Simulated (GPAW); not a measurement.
## As in GPAW: the effect of strain uniaxial z

Crystal: As.

```
As
1.0
     1.88080    1.08588    3.37350
    -1.88080    1.08588    3.37350
     0.00000   -2.17176    3.37350
As
2
Direct
  0.22600 0.22600 0.22600
  0.77400 0.77400 0.77400
```

Alike in all runs:

| Property | Result |
| --- | --- |
| Program | GPAW 26.7.0 |
| Task | single point |
| Functional | PBEsol |
| Potentials or basis | PAW data sets generated in the run's folder for this functional |
| Cutoff | 600 eV |
| Basis | pw |
| k mesh | 9 × 9 × 9 |
| Occupations | fermi-dirac, width 0.05 eV |
| Spin | no spin polarisation |
| Maxiter | 150 |

Task: One run gave: pressure -0.7 GPa; largest force 0.23 eV/Å. Which strain uniaxial z did it use?
A. 0.04
B. 0.02
C. -0.02
D. -0.04
E. 0

Result: B.

```csv
strain uniaxial z,pressure (GPa),largest force (eV/Å)
-0.04,3.2,0.79
-0.02,1.8,0.61
-0.01,1.1,0.52
0,0.5,0.43
0.01,-0.1,0.33
0.02,-0.7,0.23
0.04,-1.7,0.03
```

Caveats: the density grid can change from cell to cell, which puts small steps into energies and stress.
